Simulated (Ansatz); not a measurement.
# Ag: the cost of one run

Program: Ansatz 0.2.0. Level of theory: DFT PBE, scalar-relativistic. These are calculated values, not measurements.

## 1. The system as given

The structure is cubic, space group Fm-3m (No. 225). Conventional cell: a = 4.086 Å, b = 4.086 Å, c = 4.086 Å, α = 90.00°, β = 90.00°, γ = 90.00°. Around Ag (site symmetry m-3m) lie 12 Ag at 2.89 Å.

As a file:

```cif
data_structure
_symmetry_space_group_name_H-M 'P 1'
_symmetry_Int_Tables_number 1
_cell_length_a 2.8894
_cell_length_b 2.8894
_cell_length_c 2.8894
_cell_angle_alpha 60.000
_cell_angle_beta 60.000
_cell_angle_gamma 60.000
_cell_volume 17.06
loop_
_atom_site_label
_atom_site_type_symbol
_atom_site_fract_x
_atom_site_fract_y
_atom_site_fract_z
_atom_site_occupancy
Ag1 Ag 0.00000 0.00000 0.00000 1
```

The structure is an experimental refinement, used without relaxation.

## 2. Volume × 0.94, LAPW

Contents of input.yaml:

```yaml
crystal:
  lattice:
    - [0.0, 2.0013923787, 2.0013923787]
    - [2.0013923787, 0.0, 2.0013923787]
    - [2.0013923787, 2.0013923787, 0.0]
  atoms:
    - { symbol: Ag, position: [0.0, 0.0, 0.0] }
kpoints:
  mp_grid: { grid: [15, 15, 15] }
  band_path:
    path:
      - [0.0, 0.0, 0.0]
      - [0.5, 0.0, 0.5]
      - [0.625, 0.25, 0.625]
      - [0.375, 0.375, 0.75]
      - [0.0, 0.0, 0.0]
      - [0.5, 0.5, 0.5]
      - [0.5, 0.25, 0.75]
      - [0.5, 0.0, 0.5]
    npoints: 5
scf:
  occupations: { method: fermi_dirac, width: 0.05 }
hamiltonian:
  xc: pbe
  pseudopotentials: { kind: all_electron, lapw: { basis_error: 0.001 } }
output:
  forces: true
  stress: true
  eigenvalues: true
```

Launch:

```
> ansatz run input.yaml --threads 1 --pin off --max-ram 3072MiB --backend cpu --events-out ev --progress --plain --runs-dir out
```

**Question.** How long does this run take on 1 thread of Intel Xeon 6975P-C (Granite Rapids), shared host, and how much memory does it need?

About 5.2 s, with a peak of 0.33 GiB.
